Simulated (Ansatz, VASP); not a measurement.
MgI2 in VASP and in Ansatz

File INCAR:

```
SYSTEM = MgI2
PREC = Accurate
ENCUT = 520
EDIFF = 1E-7
ISMEAR = 0
SIGMA = 0.05
LREAL = .FALSE.
LASPH = .TRUE.
NELM = 60
ALGO = Normal
ISIF = 2
LWAVE = .FALSE.
LCHARG = .FALSE.
GGA = PE
NBANDS = 15
```

KPOINTS

```
Automatic mesh
0
G
  6 6 4
  0 0 0
```

File POSCAR:

```
MgI2
1.0
    4.1154617896      0.0000000000      0.0000000000
   -2.0577308948      3.5640944581      0.0000000000
    0.0000000000      0.0000000000      7.6413829923
Mg I
1 2
Direct
    0.0000000000      0.0000000000      0.0000000000
    0.3333333333      0.6666666667      0.8012283115
    0.6666666667      0.3333333333      0.1987716885
```

Input for Ansatz:

```yaml
crystal:
  lattice:
    - [4.1154617896, 0.0, 0.0]
    - [-2.0577308948, 3.5640944581, 0.0]
    - [0.0, 0.0, 7.6413829923]
  atoms:
    - { symbol: Mg, position: [0.0, 0.0, 0.0] }
    - { symbol: I, position: [0.3333333333, 0.6666666667, 0.8012283115] }
    - { symbol: I, position: [0.6666666667, 0.3333333333, 0.1987716885] }
basis:
  ecutwfc: 520.0
kpoints:
  mp_grid: { grid: [6, 6, 4] }
hamiltonian:
  xc: pbe
scf:
  occupations: { method: gaussian, width: 0.05 }
output:
  forces: true
  stress: true
  eigenvalues: true
```

Alike in both runs: task single point; functional PBE; k mesh 6 × 6 × 4; occupations gaussian, width 0.05 eV; no spin polarisation.

|  | VASP | Ansatz |
| --- | --- | --- |
| version | VASP 6.6.1 | Ansatz 0.2.0 |
| potentials or method | VASP PAW PBE potentials, release 64 (Mg, I) | scalar-relativistic, plane waves, PAW |
| plane-wave cutoff (eV) | 520 | 520 |
| valence electrons in the cell | 16 | 44 |

Ansatz gave:

| Quantity | Value |
| --- | --- |
| gap on the k mesh at the Fermi level (eV) | 3.84 |
| least direct gap on the mesh (eV) | 4.22 |
| pressure (GPa) | 4.0 |
| largest component of the traceless stress (GPa) | 0.68 |
| rms of the force components (eV/Å) | 0.510 |

Which values does VASP return?

gap on the k mesh at the Fermi level (eV): 3.82; least direct gap on the mesh (eV): 4.20; pressure (GPa): 4.0; largest component of the traceless stress (GPa): 0.69; rms of the force components (eV/Å): 0.506.

Atom by atom the forces differ by 0.004 eV/Å (rms over components). The two sets of potentials don't hold the same shells in valence.

Caveats: spin-orbit coupling is left out, which moves the levels of the heavy elements; this functional lacks dispersion, which binds the layers, so the pressure and a relaxed spacing across them are unreliable; forces of over 1 eV/Å show positions far from the minimum, so gaps and moduli don't describe the material at rest. A k mesh can miss the band edges.
